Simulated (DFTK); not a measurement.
The system is Au.

```xyz
1
Lattice="0.0000 2.0350 2.0350 2.0350 0.0000 2.0350 2.0350 2.0350 0.0000" Properties=species:S:1:pos:R:3 pbc="T T T"
Au    0.0000    0.0000    0.0000
```

Base run:

```yaml
Program: DFTK 0.8.2
Functional: LDA
Potentials_or_basis: SG15 1.2 (PBE)
Cutoff: 1225 eV
k_mesh: 11 × 11 × 11
Occupations: fermi-dirac, width 0.05 eV
Spin: no spin polarisation
```

Its results: band gap on the k mesh none (metal or under the smearing width); pressure -2.6 GPa.

**Question.** The run is repeated on the same cell with these changes: functional from LDA to PBEsol; potentials or basis from SG15 1.2 (PBE) to dojo.nc.sr.pbesol.v0_4_1.standard.upf (PBEsol); cutoff from 1225 eV to 1034 eV. What comes out?

**Answer.** Band gap on the k mesh none (metal or under the smearing width); pressure 1.2 GPa.

Caveats: the potentials were made for another functional, which shifts forces and pressure (some runs); spin-orbit coupling is left out, which moves the levels of the heavy elements (some runs).
